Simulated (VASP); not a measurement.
Here is a VASP 6.6.1 calculation.

File INCAR:

```
PREC     = Accurate       # precision mode
ENCUT    = 520            # plane-wave cutoff, eV
EDIFF    = 1E-8           # SCF threshold, eV
ISMEAR   = 0              # smearing method
SIGMA    = 0.02           # smearing width, eV
LREAL    = F              # projectors in reciprocal space
LASPH    = T              # aspherical terms in the spheres
NELM     = 80             # most SCF steps
ALGO     = Fast           # electronic algorithm
ISIF     = 2              # what is computed and relaxed
LWAVE    = F              # write WAVECAR
LCHARG   = F              # write CHGCAR
GGA      = PE             # functional
LEPSILON = T              # dielectric tensor by DFPT
IBRION   = 8              # ionic algorithm
NSW      = 1              # ionic steps
```

The input KPOINTS:

```
regular mesh
0
Gamma
  4 4 4
```

Contents of POSCAR:

```
InP                                     
1.0
    0.0000000000      2.9810863768      2.9810863768
    2.9810863768      0.0000000000      2.9810863768
    2.9810863768      2.9810863768      0.0000000000
  In              P             
     1     1
Direct
     0.0000000000000000    0.0000000000000000    0.0000000000000000
     0.2500000000000000    0.2500000000000000    0.2500000000000000
```

Potentials or basis: VASP PAW PBE potentials, release 64 (In_d, P).

The run is started by

```sh
$ cat potpaw_PBE.64/In_d/POTCAR potpaw_PBE.64/P/POTCAR > POTCAR
$ mpirun -np 1 vasp_std > vasp.out
```

(1) Estimate the electronic dielectric tensor (diagonal).

(2) Predict the Born charges (mean of the diagonal).

(3) What does it give for the highest phonon frequency at Γ, LO-TO splitting left out?

(4) Predict the band gap on the k mesh.

Answers

(1) 149.93.

(2) In +4.43; P -4.43 e.

(3) 284 cm⁻¹.

(4) 0.42 eV, direct.

Caveat: the k mesh is coarse (spacing up to 0.46 Å⁻¹), so the values aren't converged; the gap is small at this level, which inflates the dielectric constant; spin-orbit coupling is left out, which moves the levels of the heavy elements.
